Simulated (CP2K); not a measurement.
**Bi under changes of volume**

One of the cells (31.117 Å³/atom); the others are scaled copies at fixed shape and fractional positions:

```
Bi
1.0
     3.43194    0.00000    0.00000
    -1.14398    3.23566    0.00000
    -1.14398   -1.61783    2.80217
Bi
1
Direct
  0.00000 0.00000 0.00000
```

This isn't the form of Bi at room conditions, which is rhombohedral.

* Program: CP2K 2026.2
* Functional: PBE
* Potentials or basis: POTENTIAL_UZH Bi GTH-PBE-q5; TZVP-MOLOPT-PBE-GTH basis
* Density cutoff: 6123 eV
* k mesh: 9 × 9 × 9
* Occupations: fermi-dirac, width 0.05 eV
* Spin: no spin polarisation

| volume (Å³/atom) | energy over the lowest point (meV/atom) | pressure (GPa) |
| --- | --- | --- |
| 29.250 | 43.26 | 5.5 |
| 29.872 | 25.10 | 4.0 |
| 30.495 | 12.09 | 2.7 |
| 31.117 | ? | ? |
| 31.739 | 0.00 | 0.4 |
| 32.362 | 0.45 | -0.6 |
| 32.984 | 4.76 | -1.5 |

What does the run at 31.117 Å³/atom give?

Energy over the lowest point 3.80 meV/atom; pressure 1.5 GPa.

Worked out: A Birch-Murnaghan fit of order 3 (a polynomial in V^(-2/3)) to the other rows has its minimum at 31.99 Å³/atom with B0 = V·E''(V) = 54 GPa (rough, since the energies scatter). It gives 3.81 meV/atom at 31.117 Å³/atom, against the run's 3.80, and -dE/dV = 1.5 GPa, against 1.5.

Energies are extrapolated to zero smearing.

Caveats: the basis of atomic orbitals isn't converged, which shifts pressures, moduli and gaps.
